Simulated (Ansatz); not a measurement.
PbO2:

```
Pb O
1.0
     0.00000    2.70199    2.70199
     2.70199    0.00000    2.70199
     2.70199    2.70199    0.00000
Pb O
1 2
Direct
  0.00000 0.00000 0.00000
  0.75000 0.75000 0.75000
  0.25000 0.25000 0.25000
```

The cell comes from a database or a generator and needn't be the stable form of this composition.

Program: Ansatz 0.2.0. Alike in all runs: cell as given; k mesh 9 × 9 × 9.

Question: Order these runs on this cell by their pressure, lowest first.
A. level LDA+D4; potentials or basis PseudoDojo PBEsol; spin collinear, ferromagnetic start; cutoff (eV) 1143; smearing cold 0.025 eV; driver chain
B. level m-r2SCAN+D3(BJ); potentials or basis JTH PAW LDA; spin off; cutoff (eV) 1800; smearing fermi-dirac 0.1 eV
C. level LDA; potentials or basis JTH PAW LDA; spin off; cutoff (eV) 1800; smearing methfessel-paxton 0.025 eV

Answer: A (-12.5 GPa), C (-9.8 GPa), B (-7.6 GPa).

Caveats: pairwise dispersion overbinds metals, which lowers pressure and volume (some runs); the potentials were made for another functional, which shifts forces and pressure (some runs); the PAW data sets were made with another functional, which shifts forces and pressure a little (some runs).

Not every run made on this cell is shown here.
